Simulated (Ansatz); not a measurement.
**WC-type ZrC**

Level of theory: DFT, r²SCAN, scalar-relativistic, no spin polarisation; plane waves to 500 eV with PAW datasets (Ansatz 0.2.0), Γ-centred 12×12×12 mesh, 0.05 eV Gaussian smearing. The datasets are Ansatz's generated set soft_2.

```
Zr C
1.0
     3.27292    0.00000    0.00000
    -1.63646    2.83443    0.00000
     0.00000    0.00000    2.93105
Zr C
1 1
Cartesian
  0.0000 0.0000 0.0000
  1.6365 0.9448 1.4655
```

This is a trial structure; measured cells of the compound in the Crystallography Open Database are in space group Fm-3m (rock salt).

The cell is relaxed to zero pressure at this level.

The cell has space group P-6m2 (read at 0.01 Å). In it the stress is -0.01, -0.01, 0.13, 0.00, 0.00, 0.00 GPa, so the shape isn't fully relaxed, and the largest force component 0.000 eV/Å. Each change below starts from this cell, without further relaxation. Stress is in GPa, positive in compression, in the order xx, yy, zz, yz, xz, xy; energies are counted from the cell above and are free energies with the smearing's entropy, which match forces and stress in a metal.

Question: What happens when atom 1 (Zr) is moved by 0.05 Å along x?

Answer: The energy changes by 5.0 meV per cell, and the force on it along the shift is -0.217 eV/Å (−F/u = 4.35 eV/Å²). Stress: -0.23, -0.22, 0.89, 0.00, 0.00, 0.92.
```tsv
atom	Fx (eV/Å)	Fy	Fz
Zr1	-0.217	-0.038	0.000
C2	0.217	0.038	0.000
```
In a harmonic crystal the energy would rise by −½F·u = ½ × 4.35 × 0.05² eV = 5.4 meV, close to the run's value; the rest is anharmonic or numerical.

Question: What stress follows from an engineering strain of -2 % in xy, atoms carried along?

Answer: -0.06, 0.03, 0.24, 0.00, 0.00, 2.51 GPa; the energy changes by 4.3 meV per cell.
| atom | Fx (eV/Å) | Fy | Fz |
| --- | --- | --- | --- |
| Zr1 | -0.069 | -0.003 | 0.000 |
| C2 | 0.069 | 0.003 | 0.000 |
The change of the stress over the strain gives a clamped-atom stiffness of about 126 GPa for this component.
In a harmonic crystal the energy would rise by V(½Cε² − σ₀ε), with σ₀ the stress of the unstrained cell, = 4.3 meV, which matches.

Question: All atoms and the cell are disturbed at random:
```xyz
2
Lattice="3.2636 -0.0157 -0.0097 -1.6454 2.8012 0.0213 -0.0087 0.0170 2.9232" Properties=species:S:1:pos:R:3 pbc="T T T"
Zr    0.0173   -0.0668    0.0547
C     1.6057    0.9986    1.4076
```
Give the energy change, the stress and the forces.

Answer: 71.0 meV per cell; stress 1.33, 9.50, 8.97, 0.02, -0.23, 1.94 GPa.
```tsv
atom	Fx (eV/Å)	Fy	Fz
Zr1	-0.105	0.972	-0.114
C2	0.105	-0.972	0.114
```
